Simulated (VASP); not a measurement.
System: MgO (rock salt type), 2 atoms in the cell.

```yaml
crystal:
  lattice:
    - [0.00000, 2.12500, 2.12500]
    - [2.12500, 0.00000, 2.12500]
    - [2.12500, 2.12500, 0.00000]
  atoms:
    - { symbol: Mg, position: [0.00000, 0.00000, 0.00000] }
    - { symbol: O, position: [0.50000, 0.50000, 0.50000] }
```
Lattice in Å, positions in fractions of it.

Level of theory: HSE06, plane waves, standard recommended PAW potentials (VASP 6.6.1).

Cutoff 525 eV; orbitals from an earlier step on the same cell; potentials Mg_pv O; PREC = Accurate; HFSCREEN = 0.208; HFRCUT = 0; PRECFOCK = Normal; k-mesh 6×6×6 Γ-centred; Fermi–Dirac smearing of 0.02 eV; no spin polarisation.

(1) How large is the gap on this mesh, is it direct, and where do the band edges lie (fractions of the reciprocal vectors of this cell)?

(2) List the levels near the gap at (0.000, 0.000, 0.000), (0.167, 0.000, 0.000), (-0.167, 0.167, 0.000), (0.333, 0.333, 0.000), (0.500, 0.333, 0.167), in eV from the top of the valence band (v1 is the highest filled band, c1 the lowest empty one).

Results:

(1) 6.18 eV, direct at (0.000, 0.000, 0.000).

(2) 
| k | v4 | v3 | v2 | v1 | c1 | c2 | c3 |
| --- | --- | --- | --- | --- | --- | --- | --- |
| (0.000, 0.000, 0.000) | -18.69 | 0.00 | 0.00 | 0.00 | 6.18 | 17.59 | 17.59 |
| (0.167, 0.000, 0.000) | -18.40 | -1.54 | -0.18 | -0.18 | 7.65 | 15.24 | 18.17 |
| (-0.167, 0.167, 0.000) | -17.99 | -2.71 | -0.97 | -0.33 | 9.27 | 13.97 | 17.55 |
| (0.333, 0.333, 0.000) | -17.54 | -3.56 | -1.11 | -1.11 | 10.96 | 11.73 | 15.68 |
| (0.500, 0.333, 0.167) | -17.38 | -3.67 | -1.92 | -1.06 | 11.72 | 12.82 | 15.30 |

Potentials made with PBE were used with another functional.
